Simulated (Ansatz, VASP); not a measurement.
Bi2Te3 in VASP and in Ansatz

The input INCAR:

```
SYSTEM = Bi2Te3
ALGO = Fast ; EDIFF = 1E-6
ENCUT = 520 ; ISIF = 2
ISMEAR = 0 ; LASPH = .TRUE.
LCHARG = .FALSE. ; LREAL = .FALSE.
LWAVE = .FALSE. ; NBANDS = 32
NELM = 100 ; PREC = Accurate
SIGMA = 0.01
```

KPOINTS

```
k-points
0
G
  8 8 8
  0 0 0
```

POSCAR

```
Bi2Te3
1.0
    2.1957255922      1.2677027617     10.4535442711
   -2.1957255922      1.2677027617     10.4535442711
    0.0000000000     -2.5354055235     10.4535442711
Bi Te
2 3
Direct
    0.3983611948      0.3983611948      0.3983611948
    0.6016388052      0.6016388052      0.6016388052
    0.2135932537      0.2135932537      0.2135932537
    0.7864067463      0.7864067463      0.7864067463
    0.0000000000      0.0000000000      0.0000000000
```

Input for Ansatz:

```yaml
crystal:
  lattice:
    - [2.1957255922, 1.2677027617, 10.4535442711]
    - [-2.1957255922, 1.2677027617, 10.4535442711]
    - [0.0, -2.5354055235, 10.4535442711]
  atoms:
    - { symbol: Bi, position: [0.3983611948, 0.3983611948, 0.3983611948] }
    - { symbol: Bi, position: [0.6016388052, 0.6016388052, 0.6016388052] }
    - { symbol: Te, position: [0.2135932537, 0.2135932537, 0.2135932537] }
    - { symbol: Te, position: [0.7864067463, 0.7864067463, 0.7864067463] }
    - { symbol: Te, position: [0.0, 0.0, 0.0] }
kpoints:
  mp_grid: { grid: [8, 8, 8] }
hamiltonian:
  xc: lda
scf:
  occupations: { method: fixed }
output:
  optics:
    e_range: [0, 15]
    de: 0.2
    sigma: 0.4
    scissors: 0
    scheme: gaussian
    bands: auto
    kdotp_interpolation: "off"
  write_density: true
  write_potential: true
  elf: true
  volumetric_format: npy
```

Alike in both runs: task single point; functional LDA; k mesh 8 × 8 × 8; no spin polarisation.

|  | VASP | Ansatz |
| --- | --- | --- |
| version | VASP 6.6.1 | Ansatz 0.2.0 |
| potentials or method | VASP PAW LDA potentials, release 64 (Bi_d, Te) | plane waves, PAW |
| plane-wave cutoff (eV) | 520 | 420 |
| occupations | gaussian, width 0.01 eV | fixed |
| valence electrons in the cell | 48 | 78 |

Ansatz gave:

* gap on the k mesh at the Fermi level (eV): 0.35

Question: What did VASP give for the same quantities?

Answer: gap on the k mesh at the Fermi level (eV): 0.34.

The two sets of potentials don't hold the same shells in valence.

Caveats: spin-orbit coupling is left out, which as a rule narrows the gap of such compounds by several tenths of an eV. A k mesh can miss the band edges. A hybrid or GW would open this gap; LDA tends to underestimate it.
